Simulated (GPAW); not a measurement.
Runs of GPAW 26.7.0 on Al2O3. It takes space group Pnnm (No. 58, orthorhombic). Conventional cell: a = 4.644 Å, b = 9.627 Å, c = 3.141 Å, α = 90.00°, β = 90.00°, γ = 90.00°. Around Al (site symmetry m) lie 4 O at 1.69 to 1.83 Å. Around O (site symmetry 2/m) lie 2 Al at 1.69 Å. Around O (site symmetry m) lie 3 Al at 1.83 Å. Measurements of this composition are mostly on another form, of space group No. 167.

| task | level | cell | k mesh | cutoff (eV) | smearing | response ecut | maxiter | response k mesh | response bands | kernels | mesh quality | gap on the mesh (eV) |
| --- | --- | --- | --- | --- | --- | --- | --- | --- | --- | --- | --- | --- |
| dielectric tensor | LDA | Pnnm, 14.04 Å³/atom | 4 × 2 × 6 | 600 | fermi-dirac 0.001 eV | 80 eV | 150 | 2 × 2 × 3 | 104 | ["RPA"] | coarse | 3.27 |
| dielectric tensor | LDA | Pnnm, 14.32 Å³/atom | 4 × 2 × 6 | 600 | fermi-dirac 0.001 eV | 80 eV | 150 | 2 × 2 × 3 | 104 | ["RPA"] | coarse | 3.14 |
| dielectric tensor | LDA | Pnnm, 14.59 Å³/atom | 4 × 2 × 6 | 600 | fermi-dirac 0.001 eV | 80 eV | 150 | 2 × 2 × 3 | 104 | ["RPA"] | coarse | 3.02 |
| single point | LDA | Pnnm, 13.77 Å³/atom | 4 × 2 × 6 | 600 | fermi-dirac 0.05 eV | - | 120 | - | - | - | not flagged | (a) |

Alike in all rows: potentials or basis the program's PAW data sets (release 1.2.1) made for this functional, pw; no spin polarisation.

**Question.** Fill in the values left out.

**Answer.** (a) 3.40.

Caveats: some runs use coarse meshes; the long-wavelength limit can be off by a per cent or two (some runs); an odd mesh through Γ misses points on the zone boundary, where band edges often lie (some runs); the cutoff is short for stress and forces, so pressures can be off by a GPa or more (some runs).

Runs at the PBE level aren't shown here.
